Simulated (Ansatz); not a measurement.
# Mo in Ansatz: the effect of functional

The system is Mo.

```
Mo
1.0
    -1.58381    1.58381    1.58381
     1.58381   -1.58381    1.58381
     1.58381    1.58381   -1.58381
Mo
1
Direct
  0.00000 0.00000 0.00000
```

Alike in all runs:

| Property | Result |
| --- | --- |
| Program | Ansatz 0.2.0 |
| Task | band structure |
| Potentials or basis | Ansatz PAW |
| k mesh | 7 × 7 × 7 |
| Occupations | fermi-dirac, width 0.05 eV |
| Spin | no spin polarisation |

One run gave: pressure -13.4 GPa. Which functional did it use?
A. PBEsol
B. revPBE
C. r2SCAN
D. RPBE
E. LDA

E.

| functional | cutoff | pressure (GPa) |
| --- | --- | --- |
| LDA | 420 eV (not typed: the program's choice for these potentials) | -13.4 |
| PBEsol | 420 eV (not typed: the program's choice for these potentials) | -8.8 |
| RPBE | 420 eV (not typed: the program's choice for these potentials) | 2.4 |
| revPBE | 420 eV (not typed: the program's choice for these potentials) | 1.4 |
| BLYP | 420 eV (not typed: the program's choice for these potentials) | 8.6 |
| r2SCAN | 500 eV (not typed: the program's choice for these potentials) | -3.7 |

Caveats: all runs use coarse meshes; the PAW data sets come from PBE, with cores solved anew for the run's functional, which leaves a small shift of forces and pressure.

Runs at the PBE level aren't shown here.
